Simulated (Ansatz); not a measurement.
**Ni under changes of volume**

One of the cells (10.569 Å³/atom); the others are scaled copies at fixed shape and fractional positions:

```
Ni
1.0
     2.44802    0.00000    0.00000
    -1.22401    2.12005    0.00000
     0.00000    0.00000    4.07281
Ni
2
Direct
  0.66667 0.33333 0.75000
  0.33333 0.66667 0.25000
```

This isn't the form of Ni at room conditions, which is fcc.

```yaml
Program: Ansatz 0.2.0
Functional: LDA
Potentials_or_basis: all-electron LAPW, scalar-relativistic
Cutoff: 323 eV (chosen from the basis error)
Basis_error_allowed: 0.001 eV/atom
k_mesh: 12 × 12 × 7
Occupations: fermi-dirac, width 0.05 eV
Spin: collinear spin, ferromagnetic start
Starting_moments: "[1.0, 1.0] μB"
```

```csv
volume (Å³/atom),energy over the lowest point (meV/atom),pressure (GPa),moment (μB per cell)
9.935,0.60,3.3,1.16
10.146,0.00,-2.1,1.19
10.357,6.04,-6.8,1.22
10.569,17.93,-11.0,1.24
10.780,35.00,-14.7,1.26
10.992,56.66,-17.9,1.28
11.203,?,?,?
```

Problem. What does the run at 11.203 Å³/atom give?

Solution. Energy over the lowest point 82.35 meV/atom; pressure -20.8 GPa; moment 1.29 μB per cell.

Worked out: A Birch-Murnaghan fit of order 3 (a polynomial in V^(-2/3)) to the other rows has its minimum at 10.06 Å³/atom with B0 = V·E''(V) = 252 GPa and B' = 5.0 at fixed shape and positions, which overstates the stiffness. It gives 82.25 meV/atom at 11.203 Å³/atom, against the run's 82.35, and -dE/dV = -20.8 GPa, against -20.8. A straight line through the other rows of the moment, of slope 0.112 μB per Å³/atom, extrapolates to 1.31 μB, against the run's 1.29.

Energies are extrapolated to zero smearing.
